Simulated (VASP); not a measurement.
# InAs (F-43m) in VASP: notebook, part 2 of 2

VASP 6.6.1.

## Step 3: Single point, PBE

Contents of INCAR:

```
SYSTEM = InAs
PREC = Accurate
ENCUT = 500
EDIFF = 1E-6
ISMEAR = 1
SIGMA = 0.001
LREAL = .False.
LASPH = .True.
NELM = 120
ALGO = Normal
ISIF = 2
LWAVE = .False.
LCHARG = .False.
GGA = PE
NBANDS = 16
GGA_COMPAT = .False.
```

Contents of KPOINTS:

```
Automatic mesh
0
Gamma
  6 6 6
  0 0 0
```

Contents of POSCAR:

```
InAs
1.0
    0.0000000000      3.0545915924      3.0545915924
    3.0545915924      0.0000000000      3.0545915924
    3.0545915924      3.0545915924      0.0000000000
In As
1 1
Direct
    0.0000000000      0.0000000000      0.0000000000
    0.2500000000      0.2500000000      0.2500000000
```

Potentials or basis: VASP PAW PBE potentials, release 64 (In_d, As).

Run with:

```bash
$ cat potpaw_PBE.64/In_d/POTCAR potpaw_PBE.64/As/POTCAR > POTCAR
$ mpirun -np 1 vasp_std > vasp.out
```

OUTCAR:

```text
SYSTEM = InAs
   PREC = Accurate
   ENCUT = 500
   EDIFF = 1E-6
   ISMEAR = 1
   LREAL = .False.
   LASPH = .True.
   NELM = 120
   ISIF = 2
   GGA = PE

 ion  position               nearest neighbor table
   1  0.000  0.000  0.000-   2 2.65   2 2.65   2 2.65   2 2.65
   2  0.250  0.250  0.250-   1 2.65   1 2.65   1 2.65   1 2.65

  LATTYP: Found a face centered cubic cell.
 ALAT       =     6.1091831848

  Lattice vectors:

 A1 = (   0.0000000000,   3.0545915924,   3.0545915924)
 A2 = (   3.0545915924,   0.0000000000,   3.0545915924)
 A3 = (   3.0545915924,   3.0545915924,   0.0000000000)

Analysis of symmetry for initial positions (statically):
=====================================================================
 Subroutine PRICEL returns:
 Original cell was already a primitive cell.

 Routine SETGRP: Setting up the symmetry group for a
 face centered cubic supercell.

 Subroutine GETGRP returns: Found 24 space group operations
 (whereof 24 operations were pure point group operations)
 out of a pool of 48 trial point group operations.

The static configuration has the point symmetry T_d .

[... 148 lines left out ...]

  energy without entropy =       -7.68696707  energy(sigma->0) =       -7.68696938

 E-fermi :   4.2089     XC(G=0):  -8.9561

 val. band max:        4.2086547995   @ k =   0.0000   0.0000   0.0000
 cond. band min:       5.0965429594   @ k =   0.5000   0.0000   0.0000
 fundamental gap:      0.8878881599
 Fermi energy:         4.2088560535

 k-point     1 :       0.0000    0.0000    0.0000
  band No.  band energies     occupation
      1     -10.1301      2.00000
      2     -10.1301      2.00000
      3     -10.1301      2.00000
      4     -10.0169      2.00000
      5     -10.0169      2.00000
      6      -7.4584      2.00000
[... 281 lines left out ...]
      3     -10.0623      2.00000
      4     -10.0362      2.00000
      5     -10.0046      2.00000
      6      -5.5387      2.00000
[... 8 lines left out ...]
     15      15.6674      0.00000
     16      15.9138      0.00000

------------------------ aborting loop because EDIFF is reached ----------------------------------------

  FORCE on cell =-STRESS in cart. coord.  units (eV):
  Direction    XX          YY          ZZ          XY          YZ          ZX
  --------------------------------------------------------------------------------------
  -------------------------------------------------------------------------------------
  Total        0.7593584      0.7593584      0.7593584      0.0000000      0.0000000      0.0000000
  in kB       21.3436123     21.3436123     21.3436123      0.0000000      0.0000000      0.0000000
  external PRESSURE =      21.3436123 kB  Pullay stress =       0.0000000 kB

 VOLUME and BASIS-vectors are now :
 -----------------------------------------------------------------------------
  energy-cutoff  :      500.00
  volume of cell :       57.00
      direct lattice vectors                 reciprocal lattice vectors
     0.000000000  3.054591592  3.054591592    -0.163688004  0.163688004  0.163688004
     3.054591592  0.000000000  3.054591592     0.163688004 -0.163688004  0.163688004
     3.054591592  3.054591592  0.000000000     0.163688004  0.163688004 -0.163688004

 POSITION                                       TOTAL-FORCE (eV/Angst)
 -----------------------------------------------------------------------------------
      0.00000      0.00000      0.00000        -0.000000     -0.000000     -0.000000
      1.52730      1.52730      1.52730         0.000000      0.000000      0.000000
 -----------------------------------------------------------------------------------
    total drift:                               -0.000000     -0.000000      0.000000

  FREE ENERGIE OF THE ION-ELECTRON SYSTEM (eV)
  ---------------------------------------------------
  free  energy   TOTEN  =        -7.6869705280 eV

  energy  without entropy=       -7.6869670710  energy(sigma->0) =       -7.68696938
```

stdout:

```text
POSCAR found type information on POSCAR InAs
 POSCAR found :  2 types and       2 ions
 scaLAPACK will be used
 LDA part: xc-table for (Slater+PW92), standard interpolation
 POSCAR, INCAR and KPOINTS ok, starting setup
 FFT: planning ... GRIDC
 FFT: planning ... GRID_SOFT
 FFT: planning ... GRID
 WAVECAR not read
 entering main loop
```

It took 11 s on 1 thread of Intel Xeon Platinum 8375C at 2.90GHz (Ice Lake), shared host; peak memory 0.18 GiB.

Results:

```yaml
Free_energy: -7.6870 eV
Pressure: 2.1 GPa
Band_gap_on_the_k_mesh: zero (filled and empty bands touch)
```

Caveat: spin-orbit coupling is left out, which moves the levels of the heavy elements.

## Step 4: Single point, PBE+D4

Contents of INCAR:

```
PREC = Accurate ; ENCUT = 500
EDIFF = 1E-6 ; ISMEAR = -1
SIGMA = 0.02 ; LREAL = F
LASPH = T ; NELM = 120
ALGO = Normal ; ISIF = 2
LWAVE = F ; LCHARG = F
GGA = PE ; IVDW = 13
NBANDS = 16 ; GGA_COMPAT = F
```

Contents of KPOINTS:

```
Automatic mesh
0
Gamma
  6 6 6
```

POSCAR is that of step 3.

Run with:

```bash
$ cat potpaw_PBE.64/In_d/POTCAR potpaw_PBE.64/As/POTCAR > POTCAR
$ mpirun -np 1 vasp_std > vasp.out
```

Wall time 11 s (1 thread of Intel Xeon Platinum 8375C at 2.90GHz (Ice Lake), shared host); peak memory 0.18 GiB.

It converged, with:

```yaml
Free_energy: -8.3580 eV
Pressure: 0.1 GPa
Band_gap_on_the_k_mesh: zero (filled and empty bands touch)
Dispersion_energy_per_atom: -0.335 eV
```

Levels at points of the mesh, in eV from the Fermi level:
```csv
k point,band 7,band 8,band 9,band 10,band 11,band 12
"(0.00, 0.00, 0.00)",-0.37,-0.01,-0.01,-0.01,3.87,3.87
"(0.50, 0.00, 0.00)",-5.63,-0.96,-0.96,0.87,4.64,4.64
"(0.50, 0.50, 0.00)",-5.72,-2.24,-2.24,1.58,2.04,8.98
```

Caveat: spin-orbit coupling is left out, which moves the levels of the heavy elements; pairwise dispersion overbinds metals, which lowers pressure and volume.

## Step 5: Single point, PBE

Contents of INCAR:

```
SYSTEM = InAs
ALGO = Normal
EDIFF = 1E-6
ENCUT = 500
GGA = PE
GGA_COMPAT = .FALSE.
ISIF = 2
ISMEAR = 0
LASPH = .TRUE.
LCHARG = .FALSE.
LREAL = .FALSE.
LWAVE = .FALSE.
NBANDS = 16
NELM = 120
PREC = Accurate
SIGMA = 0.2
```

Contents of KPOINTS:

```
k-points
0
G
  6 6 6
  0 0 0
```

POSCAR is that of step 4.

Run with:

```bash
$ cat potpaw_PBE.64/In_d/POTCAR potpaw_PBE.64/As/POTCAR > POTCAR
$ mpirun -np 1 vasp_std > vasp.out
```

It took 10 s on 1 thread of Intel Xeon Platinum 8375C at 2.90GHz (Ice Lake), shared host; peak memory 0.18 GiB.

The run converged. Its results:

| Property | Result |
| --- | --- |
| Free energy | -7.6884 eV |
| Pressure | 2.1 GPa |
| Band gap on the k mesh | zero (filled and empty bands touch) |

Levels at points of the mesh, in eV from the Fermi level:
| k point | band 5 | band 6 | band 7 | band 8 | band 9 | band 10 | band 11 | band 12 | band 13 | band 14 |
| --- | --- | --- | --- | --- | --- | --- | --- | --- | --- | --- |
| (0.00, 0.00, 0.00) | -14.30 | -11.74 | -0.43 | -0.07 | -0.07 | -0.07 | 3.82 | 3.82 | 3.82 | 7.33 |
| (0.50, 0.00, 0.00) | -14.29 | -10.36 | -5.68 | -1.02 | -1.02 | 0.82 | 4.58 | 4.58 | 6.74 | 8.81 |
| (0.50, 0.50, 0.00) | -14.28 | -9.85 | -5.78 | -2.29 | -2.29 | 1.52 | 1.98 | 8.92 | 8.99 | 8.99 |

Caveat: spin-orbit coupling is left out, which moves the levels of the heavy elements.

## Step 6: Single point, PBE

Contents of INCAR:

```
SYSTEM = InAs
PREC = Accurate
ENCUT = 500
EDIFF = 1E-6
ISMEAR = 1
SIGMA = 0.2
LREAL = .False.
LASPH = .True.
NELM = 120
ALGO = Normal
ISIF = 2
LWAVE = .False.
LCHARG = .True.
GGA = PE
LELF = .True.
LVHAR = .True.
NBANDS = 16
GGA_COMPAT = .False.
```

Contents of KPOINTS:

```
Automatic mesh
0
Gamma
  6 6 6
  0 0 0
```

POSCAR is that of step 5.

Potentials or basis: VASP PAW PBE potentials, release 64 (In_d, As).

Run with:

```bash
$ cat potpaw_PBE.64/In_d/POTCAR potpaw_PBE.64/As/POTCAR > POTCAR
$ mpirun -np 1 vasp_std > vasp.out
```

Run time: 11 s. Hardware: 1 thread of Intel Xeon Platinum 8375C at 2.90GHz (Ice Lake), shared host; peak memory 0.18 GiB.

It converged, with:

```yaml
Free_energy: -7.6874 eV
Pressure: 2.1 GPa
Band_gap_on_the_k_mesh: zero (filled and empty bands touch)
```

Levels at points of the mesh, in eV from the Fermi level:
```csv
k point,band 7,band 8,band 9,band 10,band 11,band 12
"(0.00, 0.00, 0.00)",-0.35,0.00,0.00,0.00,3.89,3.89
"(0.50, 0.00, 0.00)",-5.61,-0.94,-0.94,0.89,4.66,4.66
"(0.50, 0.50, 0.00)",-5.71,-2.22,-2.22,1.60,2.05,8.99
```

Caveat: spin-orbit coupling is left out, which moves the levels of the heavy elements.

## Step 7: The runs side by side

| level | smearing | gap on the mesh (eV) | pressure (GPa) |
| --- | --- | --- | --- |
| PBE | methfessel-paxton 0.05 eV | none | 2.1 |
| PBE | methfessel-paxton 0.001 eV | none | 2.1 |
| PBE+D4 | fermi-dirac 0.02 eV | none | 0.1 |
| PBE | gaussian 0.2 eV | none | 2.1 |
| PBE | methfessel-paxton 0.2 eV | none | 2.1 |

Alike in all rows: task single point; potentials or basis VASP PAW PBE potentials, release 64 (In_d, As); no spin polarisation; cell as given; k mesh 6 × 6 × 6; cutoff (eV) 500.

Every run on the cell as given and a fine mesh finds a metal. The pressure there spans 0.1 GPa (PBE+D4) to 2.1 GPa (PBE); a positive pressure means that this level wants a larger cell, a negative one a smaller.

Caveats: spin-orbit coupling is left out, which moves the levels of the heavy elements; pairwise dispersion overbinds metals, which lowers pressure and volume (some runs).

Absolute energies hang on the potentials; compare differences alone.

## Step 8: Against experiment

Step 2. A measured gap of InAs is 0.418 eV (direct; 4.2 K; a printed reference work, data compilation); the calculated 0.00 eV misses it by -0.42 eV. Spin-orbit coupling on As, In is left out. The value is that of PBE on a finite k mesh, which can miss the band edges, without temperature or zero-point motion. Semilocal functionals fall short of measured gaps as a rule.

Step 3. Against the measured gap of InAs, 0.418 eV (direct; 4.2 K; a printed reference work, data compilation), the calculated 0.00 eV is off by -0.42 eV. Spin-orbit coupling on As, In is left out. The value is that of PBE on a finite k mesh, which can miss the band edges, without temperature or zero-point motion. Semilocal functionals fall short of measured gaps as a rule.

Step 4. A measured gap of InAs is 0.418 eV (direct; 4.2 K; a printed reference work, data compilation); the calculated 0.00 eV misses it by -0.42 eV. Spin-orbit coupling on As, In is left out. The value is that of PBE+D4 on a finite k mesh, which can miss the band edges, without temperature or zero-point motion. Semilocal functionals fall short of measured gaps as a rule.

Step 5. Measured gap of InAs: 0.418 eV (direct; 4.2 K; a printed reference work, data compilation). This calculation gives 0.00 eV (-0.42 eV). Spin-orbit coupling on As, In is left out. The value is that of PBE on a finite k mesh, which can miss the band edges, without temperature or zero-point motion. Semilocal functionals fall short of measured gaps as a rule.

Step 6. Against the measured gap of InAs, 0.418 eV (direct; 4.2 K; a printed reference work, data compilation), the calculated 0.00 eV is off by -0.42 eV. Spin-orbit coupling on As, In is left out. The value is that of PBE on a finite k mesh, which can miss the band edges, without temperature or zero-point motion. Semilocal functionals fall short of measured gaps as a rule.
